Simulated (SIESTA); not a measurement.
Crystal: FeO.

```
CELL_PARAMETERS angstrom
-1.60210 1.60210 2.08339
1.60210 -1.60210 2.08339
1.60210 1.60210 -2.08339
ATOMIC_POSITIONS crystal
Fe 0.00000 0.00000 0.00000
O 0.50000 0.50000 0.00000
```

The cell comes from a database or a generator and needn't be the stable form of this composition.

Base run:

```yaml
Program: SIESTA 5.4.2
Functional: PBE
Potentials_or_basis: PseudoDojo 0.4 standard (PBE files)
Basis: DZP (energy shift 0.003 Ry; two zetas on semicore shells)
Grid_cutoff: 800 Ry
Energy_shift: 0.003 Ry
k_mesh: 12 × 12 × 12
Occupations: fermi-dirac, width 0.05 eV
Spin: collinear spin, ferromagnetic start
Starting_moments: "[3.0, 0.0] μB"
```

Its results: band gap on the k mesh none (metal or under the smearing width); pressure -8.3 GPa; net moment 4.00 μB per cell; site moments Fe +3.70; O +0.30 μB.

Task: The run is repeated on the same cell with these changes: functional from PBE to PBEsol; potentials or basis from PseudoDojo 0.4 standard (PBE files) to PseudoDojo 0.4 standard (PBEsol files). What comes out?

Result: Band gap on the k mesh none (metal or under the smearing width); pressure -15.8 GPa; net moment 4.00 μB per cell; site moments Fe +3.69; O +0.31 μB.

Caveats: short orbitals over semicore shells can move pressures by several GPa; the basis of atomic orbitals isn't converged, which shifts pressures, moduli and gaps; a cell with one magnetic atom can't hold antiferromagnetic order, which such compounds often take; semilocal functionals often make such compounds metallic where correlation or magnetic order opens a gap, which also shifts bond lengths; so large a pressure means that the cell lies far from this level's equilibrium, or that cutoff or potentials fall short (some runs).
